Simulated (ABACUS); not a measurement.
Input of an ABACUS 3.10.1 run:

The input INPUT:

```
INPUT_PARAMETERS
suffix              LiF
calculation         nscf
basis_type          pw
pseudo_dir          ./
symmetry            -1
dft_functional      MGGA_X_TM+MGGA_C_TM
ecutwfc             97.0
pseudo_rcut         10
nspin               1
nbands              15
ks_solver           dav
smearing_method     fd
smearing_sigma      0.00367493
scf_thr             1e-08
scf_nmax            100
mixing_type         broyden
mixing_beta         0.7
mixing_tau          1
init_chg            file
pw_diag_thr         1e-07
out_band            1
kpar                4
```

STRU

```
ATOMIC_SPECIES
F 18.9984 F_ONCV_PBE-1.2.upf
Li 6.9400 Li_ONCV_PBE-1.2.upf

LATTICE_CONSTANT
1.8897261246

LATTICE_VECTORS
0.0000000000 2.0140000000 2.0140000000
2.0140000000 0.0000000000 2.0140000000
2.0140000000 2.0140000000 0.0000000000

ATOMIC_POSITIONS
Direct

F
0.0
1
0.5000000000 0.5000000000 0.5000000000 1 1 1

Li
0.0
1
0.0000000000 0.0000000000 0.0000000000 1 1 1
```

KPT

```
K_POINTS
12
Line
0.00000000 0.00000000 0.00000000 10 // G
0.50000000 0.00000000 0.50000000 10 // X
0.50000000 0.25000000 0.75000000 10 // W
0.37500000 0.37500000 0.75000000 10 // K
0.00000000 0.00000000 0.00000000 10 // G
0.50000000 0.50000000 0.50000000 10 // L
0.62500000 0.25000000 0.62500000 10 // U
0.50000000 0.25000000 0.75000000 10 // W
0.50000000 0.50000000 0.50000000 10 // L
0.37500000 0.37500000 0.75000000 1 // K
0.62500000 0.25000000 0.62500000 10 // U
0.50000000 0.00000000 0.50000000 1 // X
```

Potentials or basis: SG15 ONCV 1.2 PBE, plane waves.

The run is started by

```bash
$ OMP_NUM_THREADS=1 mpirun -np 4 abacus > log
```

**Question.** Predict the band gap along the path.

**Answer.** 9.20 eV, direct.

Levels at the corners of the path, in eV from the Fermi level:
```csv
point,band 3,band 4,band 5,band 6,band 7,band 8
Γ,-1.23,-1.23,-1.23,7.97,22.52,22.52
X,-4.21,-2.22,-2.22,13.57,15.08,16.38
W,-3.29,-3.29,-2.02,13.78,13.78,16.27
K,-3.71,-2.78,-1.96,13.23,13.65,17.31
Γ,-1.23,-1.23,-1.23,7.97,22.52,22.52
L,-3.73,-1.46,-1.46,9.59,15.51,17.68
U,-3.71,-2.78,-1.96,13.23,13.65,17.31
W,-3.29,-3.29,-2.02,13.78,13.78,16.27
L,-3.73,-1.46,-1.46,9.59,15.51,17.68
K,-3.71,-2.78,-1.96,13.23,13.65,17.31
U,-3.71,-2.78,-1.96,13.23,13.65,17.31
X,-4.21,-2.22,-2.22,13.57,15.08,16.38
```

Caveat: the density is read from an earlier self-consistent run, whose mesh may be coarse.
